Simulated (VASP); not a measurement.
Here is a VASP 6.6.1 calculation.

The input POSCAR:

```
Ga2O3                                   
1.0
    2.5321628461      1.4619448994      4.5460399549
   -2.5321628461      1.4619448994      4.5460399549
    0.0000000000     -2.9238897989      4.5460399549
  Ga              O             
     4     6
Direct
     0.6440689665579745    0.6440689665579745    0.6440689665579745
     0.8559310334420255    0.8559310334420255    0.8559310334420255
     0.1440689665579744    0.1440689665579744    0.1440689665579744
     0.3559310334420255    0.3559310334420255    0.3559310334420255
     0.4470203774288343    0.0529796225711657    0.7500000000000000
     0.9470203774288286    0.2499999999999941    0.5529796225711774
     0.0529796225711715    0.7500000000000059    0.4470203774288226
     0.7499999999999941    0.4470203774288284    0.0529796225711774
     0.2500000000000058    0.5529796225711714    0.9470203774288226
     0.5529796225711656    0.9470203774288344    0.2500000000000000
```

INCAR.step1

```
SYSTEM = Ga2O3
  PREC = Accurate
  ENCUT = 520
  EDIFF = 1E-7
  ISMEAR = 0
  SIGMA = 0.02
  LREAL = .False.
  LASPH = .True.
  NELM = 80
  ALGO = Normal
  ISIF = 2
  LWAVE = .False.
  LCHARG = .True.
  GGA = PE
  KPAR = 4
```

KPOINTS.step1

```
Automatic mesh
0
Gamma
  6 6 6
  0 0 0
```

INCAR.step2

```
SYSTEM = Ga2O3
  PREC = Accurate
  ENCUT = 520
  EDIFF = 1E-7
  ISMEAR = 0
  SIGMA = 0.05
  LREAL = .False.
  LASPH = .True.
  NELM = 80
  ALGO = Normal
  ISIF = 2
  LWAVE = .False.
  LCHARG = .False.
  GGA = PE
  ICHARG = 11
  KPAR = 4
```

KPOINTS.step2

```
path GLB1,BZGX,QFP1Z,LP
15
line-mode
reciprocal
 0.0000000000  0.0000000000  0.0000000000  G
 0.5000000000  0.0000000000  0.0000000000  L

 0.5000000000  0.0000000000  0.0000000000  L
 0.5000000000  0.2337696953 -0.2337696953  B1

 0.7662303047  0.5000000000  0.2337696953  B
 0.5000000000  0.5000000000  0.5000000000  Z

 0.5000000000  0.5000000000  0.5000000000  Z
 0.0000000000  0.0000000000  0.0000000000  G

 0.0000000000  0.0000000000  0.0000000000  G
 0.3668848476  0.0000000000 -0.3668848476  X

 0.6331151524  0.3668848476  0.0000000000  Q
 0.5000000000  0.5000000000  0.0000000000  F

 0.5000000000  0.5000000000  0.0000000000  F
 0.6331151524  0.6331151524  0.2337696953  P1

 0.6331151524  0.6331151524  0.2337696953  P1
 0.5000000000  0.5000000000  0.5000000000  Z

 0.5000000000  0.0000000000  0.0000000000  L
 0.7662303047  0.3668848476  0.3668848476  P
```

Potentials or basis: VASP PAW PBE potentials, release 64 (Ga_d, O).

Launch:

```console
$ cat potpaw_PBE.64/Ga_d/POTCAR potpaw_PBE.64/O/POTCAR > POTCAR
$ cp INCAR.step1 INCAR
$ cp KPOINTS.step1 KPOINTS
$ mpirun -np 4 vasp_std > vasp.out
$ cp INCAR.step2 INCAR
$ cp KPOINTS.step2 KPOINTS
$ mpirun -np 4 vasp_std > vasp.out
```

Estimate the band gap along the path.

2.35 eV, indirect (least direct gap 2.58 eV).

What does it give for the band gap on the k mesh?

2.35 eV, indirect (least direct gap 2.58 eV).

Levels at the corners of the path, in eV from the valence-band top:
```tsv
point	band 42	band 43	band 44	band 45	band 46	band 47
Γ	-0.31	-0.23	-0.23	2.35	6.27	6.52
L	-0.92	-0.15	-0.15	5.97	5.97	6.33
L	-0.92	-0.15	-0.15	5.97	5.97	6.33
B1	-0.54	-0.33	-0.33	6.26	6.26	6.80
B	-0.54	-0.33	-0.33	6.26	6.26	6.80
Z	-0.29	-0.29	-0.29	5.44	5.44	7.44
Z	-0.29	-0.29	-0.29	5.44	5.44	7.44
Γ	-0.31	-0.23	-0.23	2.35	6.27	6.52
Γ	-0.31	-0.23	-0.23	2.35	6.27	6.52
X	-0.48	-0.47	-0.18	6.05	6.19	6.74
Q	-0.48	-0.47	-0.18	6.05	6.19	6.74
F	-0.69	-0.25	-0.15	6.08	6.30	7.19
F	-0.69	-0.25	-0.15	6.08	6.30	7.19
P1	-0.58	-0.47	-0.30	6.13	6.62	6.67
P1	-0.58	-0.47	-0.30	6.13	6.62	6.67
Z	-0.29	-0.29	-0.29	5.44	5.44	7.44
L	-0.92	-0.15	-0.15	5.97	5.97	6.33
P	-0.58	-0.47	-0.30	6.13	6.62	6.67
```

Caveat: the log is that of the step along the path at fixed density, whose energy, stress, charges and moments have no meaning. A hybrid or GW would open this gap; PBE tends to underestimate it.
